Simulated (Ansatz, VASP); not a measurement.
**One calculation of Mo, two programs**

```
Mo
1.0
     3.12931    0.00000    0.00000
     0.00000    3.12931    0.00000
     0.00000    0.00000   23.25861
Mo
5
Direct
  0.50000 0.50000 0.36546
  0.00000 0.00000 0.43273
  0.50000 0.50000 0.49830
  0.00000 0.00000 0.56817
  0.50000 0.50000 0.62744
```

Alike in both runs: functional PBEsol; k mesh 9 × 9 × 1; occupations gaussian, width 0.1 eV; no spin polarisation.

Ansatz relaxed the structure, and its values are those at the end. VASP's run is a single point on that final structure, the one shown.

```csv
,VASP,Ansatz
version,VASP 6.6.1,Ansatz 0.2.0
potentials or method,"VASP PAW PBE potentials, release 64 (Mo_sv)","scalar-relativistic, plane waves, PAW"
plane-wave cutoff (eV),520,420
valence electrons in the cell,70,70
```

|  | VASP | Ansatz | Ansatz less VASP |
| --- | --- | --- | --- |
| gap on the k mesh at the Fermi level (eV) | none | none | - |
| rms of the force components (eV/Å) | 0.386 | 0.389 | +0.0029 |
| work function, face that differs most (eV) | 4.02 | 4.02 | +0.002 |

A gap of «none» marks a metal or a gap that the smearing closes. Ansatz warned: «xc_potential_rough_in_thin_density».

Caveats: the PAW data sets were made with another functional, which shifts forces and pressure a little (VASP).
